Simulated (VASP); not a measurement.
Crystal: PtS2.

```
Pt S
1.0
     3.54320    0.00000    0.00000
    -1.77160    3.06850    0.00000
     0.00000    0.00000    5.03880
Pt S
1 2
Direct
  0.00000 0.00000 0.00000
  0.66667 0.33333 0.77300
  0.33333 0.66667 0.22700
```

- Program: VASP 6.6.1
- Task: relaxation of cell and atoms
- Functional: PBEsol
- Dispersion: D3(BJ)
- Potentials or basis: VASP PAW PBE potentials, release 64 (Pt, S)
- Cutoff: 600 eV
- k mesh: 9 × 9 × 5
- Occupations: fermi-dirac, width 0.05 eV
- Spin: no spin polarisation

At the start: pressure 2.9 GPa; volume 18.26 Å³/atom.

Task: Where does the relaxation end?

Result: Over 26 steps the energy falls by 59.3 meV/atom and the volume is 16.09 Å³/atom (-11.9 %); space group P-3m1 (No. 164, to 0.05 Å).

Step by step:
```tsv
step	energy change (eV)	largest force (eV/Å)	pressure (GPa)	volume (Å³)
1	0.0000	0.9407	2.86	54.78
2	0.0149	0.2862	-7.35	57.41
3	-0.0286	0.3624	-2.06	55.93
4	-0.0566	0.2407	-1.53	54.92
5	-0.0778	0.0244	-0.44	53.17
6	-0.1035	0.0926	0.17	52.06
7	-0.1585	0.3074	3.01	48.69
8	0.1951	0.0450	17.56	41.79
9	-0.1416	0.6332	5.33	48.22
10	-0.1405	0.6601	6.39	47.31
11	-0.1443	0.6198	6.12	47.22
12	-0.1526	0.4994	5.38	46.97
13	-0.1542	0.2407	4.11	46.46
14	-0.1560	0.3434	4.57	46.66
15	-0.1602	0.3166	4.06	46.83
16	-0.1698	0.2344	2.53	47.37
17	-0.1769	0.0685	-0.25	48.44
18	-0.1769	0.0753	-0.16	48.40
19	-0.1769	0.0805	-0.07	48.37
20	-0.1771	0.0725	-0.06	48.36
21	-0.1774	0.0570	-0.01	48.33
22	-0.1779	0.0240	0.04	48.28
23	-0.1775	0.0413	0.18	48.18
24	-0.1779	0.0107	0.08	48.26
25	-0.1779	0.0032	0.08	48.25
26	-0.1780	0.0032	-0.01	48.28
```

Final structure:
```xyz
3
Lattice="3.5566 0.0000 0.0000 -1.7783 3.0801 0.0000 0.0000 0.0000 4.4072" Properties=species:S:1:pos:R:3 pbc="T T T"
Pt    0.0000    0.0000    0.0000
S     1.7783    1.0267    3.2180
S     0.0000    2.0534    1.1892
```

Caveat: the PAW data sets were made with another functional, which shifts forces and pressure a little; the volume moved by -12 % from the deposited cell, more than functionals usually miss; pairwise dispersion overbinds metals, which lowers pressure and volume.
